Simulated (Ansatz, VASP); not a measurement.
# SrCl2 in VASP and in Ansatz

INCAR

```
  PREC = Accurate
  ENCUT = 520
  EDIFF = 1E-6
  ISMEAR = 0
  SIGMA = 0.02
  LREAL = F
  LASPH = T
  NELM = 80
  ALGO = Normal
  ISIF = 2
  LWAVE = F
  LCHARG = T
  GGA = PS
  LELF = T
  LVHAR = T
  NBANDS = 19
```

Contents of KPOINTS:

```
Automatic mesh
0
Gamma
  6 6 6
```

The input POSCAR:

```
SrCl2
1.0
    0.0000000000      3.5953629600      3.5953629600
    3.5953629600      0.0000000000      3.5953629600
    3.5953629600      3.5953629600      0.0000000000
Sr Cl
1 2
Direct
    0.0000000000      0.0000000000      0.0000000000
    0.2500000000      0.2500000000      0.2500000000
    0.7500000000      0.7500000000      0.7500000000
```

Input for Ansatz:

```yaml
crystal:
  lattice:
    - [0.0, 3.59536296, 3.59536296]
    - [3.59536296, 0.0, 3.59536296]
    - [3.59536296, 3.59536296, 0.0]
  atoms:
    - { symbol: Sr, position: [0.0, 0.0, 0.0] }
    - { symbol: Cl, position: [0.25, 0.25, 0.25] }
    - { symbol: Cl, position: [0.75, 0.75, 0.75] }
basis:
  ecutwfc: 420
kpoints:
  mp_grid: { grid: [6, 6, 6] }
hamiltonian:
  xc: pbesol
scf:
  occupations: { method: gaussian, width: 0.02 }
output:
  forces: true
  stress: true
  eigenvalues: true
  populations: true
```

Alike in both runs: task single point; functional PBEsol; k mesh 6 × 6 × 6; occupations gaussian, width 0.02 eV; no spin polarisation.

|  | VASP | Ansatz |
| --- | --- | --- |
| version | VASP 6.6.1 | Ansatz 0.2.0 |
| potentials or method | VASP PAW PBE potentials, release 64 (Sr_sv, Cl) | scalar-relativistic, plane waves, PAW |
| plane-wave cutoff (eV) | 520 | 420 |
| valence electrons in the cell | 24 | 24 |

VASP gave:

```
gap on the k mesh at the Fermi level (eV) : 4.81
least direct gap on the mesh (eV)         : 5.12
pressure (GPa)                            : -3.4
```

Q: What did Ansatz give for the same quantities?

A: gap on the k mesh at the Fermi level (eV): 4.82; least direct gap on the mesh (eV): 5.12; pressure (GPa): -3.5.

With one functional, cell and mesh, what is left measures potentials, basis and numerics.

Caveats: the PAW data sets were made with another functional, which shifts forces and pressure a little (VASP). A k mesh can miss the band edges.
